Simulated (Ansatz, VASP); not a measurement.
**One calculation of CdSe, two programs**

```
CELL_PARAMETERS angstrom
0.00000 3.09841 3.09841
3.09841 0.00000 3.09841
3.09841 3.09841 0.00000
ATOMIC_POSITIONS crystal
Cd 0.00000 0.00000 0.00000
Se 0.75000 0.75000 0.75000
```

Measurements of this composition are mostly on another form, of space group No. 186.

Alike in both runs: functional PBE; k mesh 10 × 10 × 10; occupations gaussian, width 0.02 eV; no spin polarisation.

Ansatz relaxed the structure, and its values are those at the end. VASP's run is a single point on that final structure, the one shown.

|  | VASP | Ansatz |
| --- | --- | --- |
| version | VASP 6.6.1 | Ansatz 0.2.0 |
| potentials or method | VASP PAW PBE potentials, release 64 (Cd, Se) | scalar-relativistic, plane waves, PAW |
| plane-wave cutoff (eV) | 520 | 420 |
| valence electrons in the cell | 18 | 36 |

|  | VASP | Ansatz | Ansatz less VASP |
| --- | --- | --- | --- |
| gap on the k mesh at the Fermi level (eV) | 0.49 | 0.49 | +0.001 |
| least direct gap on the mesh (eV) | 0.49 | 0.49 | +0.001 |
| pressure (GPa) | 0.2 | 0.0 | -0.25 |

The two sets of potentials don't hold the same shells in valence.

A hybrid or GW would open this gap; PBE tends to underestimate it.
